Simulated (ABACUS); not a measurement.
## CsPbBr3: single point with PBEsol

CsPbBr3:

```xyz
5
Lattice="5.8700 0.0000 0.0000 0.0000 5.8700 0.0000 0.0000 0.0000 5.8700" Properties=species:S:1:pos:R:3 pbc="T T T"
Pb    2.9350    2.9350    2.9350
Cs    0.0000    0.0000    0.0000
Br    2.9350    2.9350    0.0000
Br    2.9350    0.0000    2.9350
Br    0.0000    2.9350    2.9350
```

Measurements of this composition are mostly on another form, of space group No. 62.

| Quantity | Value |
| --- | --- |
| Program | ABACUS 3.10.1 |
| Task | single point |
| Functional | PBEsol |
| Potentials or basis | PseudoDojo NC SR 0.4.1 PBEsol standard |
| Cutoff | 857 eV |
| Density cutoff | 3429 eV |
| Basis | plane waves |
| k mesh | 5 × 5 × 5 |
| Occupations | fermi-dirac, width 0.05 eV |
| Spin | no spin polarisation |

The pressure is 0.0 GPa and the band gap on the k mesh is 2.58 eV, direct.

Levels at points of the mesh, in eV from the valence-band top:
```
           k point  band 20  band 21  band 22  band 23  band 24  band 25
(0.00, 0.00, 0.00)    -1.38    -1.38    -1.38     3.55     4.69     4.69
```

Run time: 11 s on 4 MPI ranks on Intel(R) Xeon(R) 6975P-C (Granite Rapids), on a shared host, peak memory 0.4 GiB a rank.

Caveat: spin-orbit coupling is left out, which as a rule narrows the gap of such compounds by several tenths of an eV; an odd mesh through Γ misses points on the zone boundary, where band edges often lie.
